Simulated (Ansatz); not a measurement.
PbS: relaxed-ion elastic tensor

The calculation used Ansatz 0.2.0, DFT PBEsol, scalar-relativistic, plane waves, PAW. Cutoff 420 eV, 8×8×6 k-points (Γ-centred), fixed occupations. No spin polarisation.

The cell, relaxed at this level:
```
Pb S
1.0
     2.04888   -5.79780    0.00000
     2.04888    5.79780    0.00000
     0.00000    0.00000    4.23528
Pb S
2 2
Direct
  0.87292 0.12708 0.75000
  0.12708 0.87292 0.25000
  0.64103 0.35897 0.75000
  0.35897 0.64103 0.25000
```

Spin–orbit coupling is left out, which can shift energies with elements as heavy as these.

**Question.** Give the relaxed-ion elastic constants (GPa, Voigt order xx yy zz yz xz xy, on the axes of the cell above).

**Answer.**
C11 = 95.9, C12 = 6.5, C13 = 54.7, C22 = 54.2, C23 = 19.0, C33 = 93.2, C44 = 15.8, C55 = 64.6, C66 = -4.3 GPa; the others vanish.

**Question.** Is the crystal stable against homogeneous strain?

**Answer.** No: the tensor has an eigenvalue of -4.3 GPa, so some strain lowers the energy.

This form isn't the usual stable structure of the compound.

Cost: 1 run of about 13 core-minutes, on Arm Neoverse V1 (shared hosts).